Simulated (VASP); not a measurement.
# InP: self-consistent run, by functional and exact exchange

InP, F-43m (no. 216), 2 atoms in the cell.

| Functional | Exact exchange | Pressure (GPa) | Gap on the mesh (eV) | Time (s) |
|---|---|---|---|---|
| B3LYP | 0.2 | 4.40 | 1.824 | 53 |
| X3LYP | 0.218 | 4.18 | 1.928 | 67 |
| PBEsol0 | 0.25 | -0.72 | 2.146 | 51 |
| PBE0 (PBEH) | 0.25 | 1.24 | 2.249 | 64 |
| HSE06 | 0.25 | 1.72 | 1.469 | 73 |
| HSE12 | 0.313 | 1.24 | 1.762 | 80 |
| HSE12s | 0.425 | 1.47 | 1.502 | 68 |
| mPW1K | 0.428 | -0.05 | 3.394 | 65 |

Limits: the k mesh is coarse, so the gap and the pressure can be far off.

## Input of the first row

INCAR.step1:
```
SYSTEM = InP
PREC = Accurate ; ENCUT = 450
EDIFF = 1E-5 ; ISMEAR = 0
SIGMA = 0.02 ; LREAL = .False.
LASPH = .True. ; ALGO = Normal
NELM = 100 ; ISIF = 2
LWAVE = .True. ; LCHARG = .False.
GGA = PE
```

INCAR.step2:
```
SYSTEM = InP
PREC = Accurate ; ENCUT = 450
EDIFF = 1E-6 ; ISMEAR = 0
SIGMA = 0.02 ; LREAL = .False.
LASPH = .True. ; ALGO = Normal
NELM = 100 ; ISIF = 2
LWAVE = .False. ; LCHARG = .False.
ISTART = 1 ; LHFCALC = .True.
AEXX = 0.2 ; PRECFOCK = Fast
GGA = LIBXC ; LIBXC1 = HYB_GGA_XC_B3LYP
```

KPOINTS:
```
k-points
0
Gamma
  4 4 4
```

POSCAR:
```
InP
1.0
    0.0000000000      2.9305000000      2.9305000000
    2.9305000000      0.0000000000      2.9305000000
    2.9305000000      2.9305000000      0.0000000000
In P
1 1
Direct
    0.0000000000      0.0000000000      0.0000000000
    0.7500000000      0.7500000000      0.7500000000
```

Commands (each step's output is kept before the next begins):
```
cat potpaw_PBE.64/In_d/POTCAR potpaw_PBE.64/P/POTCAR > POTCAR
cp INCAR.step1 INCAR
mpirun -np 1 vasp_std > vasp.out
cp INCAR.step2 INCAR
mpirun -np 1 vasp_std > vasp.out
```

Changes of the last row against the first:
```
(step 2)
- AEXX = 0.2
- LIBXC1 = HYB_GGA_XC_B3LYP
+ AEXX = 0.428
+ LIBXC1 = HYB_GGA_XC_MPW1K
```

VASP 6.6.1 took 53 s on 1 core (AMD EPYC 9R45 (Zen 5)), a shared host.
